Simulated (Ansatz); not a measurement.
Runs of Ansatz 0.2.0 on TiO2. The structure is orthorhombic, space group Pbcn (No. 60). Conventional cell: a = 4.545 Å, b = 5.520 Å, c = 4.909 Å, α = 90.00°, β = 90.00°, γ = 90.00°. Ti (site symmetry 2) has 6 O at 1.88 to 2.09 Å as nearest neighbours. Around O (site symmetry 1) lie 3 Ti at 1.88 to 2.09 Å. Measurements of this composition are mostly on another form, of space group No. 141.

```csv
task,level,U,cell,k mesh,cutoff (eV),hubbard projectors,double counting,gap on the mesh (eV),pressure (GPa),relaxed volume (Å³/atom),largest force (eV/Å)
relaxation of cell and atoms,PBEsol+U,Ti d U = 3 eV,relaxed,6 × 5 × 6,420,ortho-atomic (the default),fll (the default),2.87,0.0,10.23,-
single point,PBE,-,as given,8 × 7 × 8,420,-,-,2.62,4.1,-,0.12
relaxation of cell and atoms,PBE,-,relaxed,6 × 5 × 6,420,-,-,2.62,0.0,(c),-
single point,PBE,-,as given,6 × 5 × 6,250,-,-,(b),-3.5,-,0.26
relaxation of cell and atoms,r2SCAN,-,relaxed,6 × 5 × 6,500,-,-,(a),0.0,10.22,-
```

Alike in all rows: potentials or basis Ansatz PAW; no spin polarisation; smearing fermi-dirac 0.05 eV.

Fill in the values left out.

(a) 3.05; (b) 2.63; (c) 10.47.

Caveats: odd divisions of the mesh miss points on the zone boundary, where band edges often lie, so the gap on the mesh can be too wide; the plane-wave basis is chosen anew once the cell has moved, so the energies of steps on either side of that aren't comparable (some runs); the PAW data sets come from PBE, with cores solved anew for the run's functional, which leaves a small shift of forces and pressure (some runs); the pressure holds a Pulay correction of +106.6 GPa for the finite cutoff (some runs); the cutoff lies under the one recommended for these potentials (some runs).

A k mesh can miss the band edges.
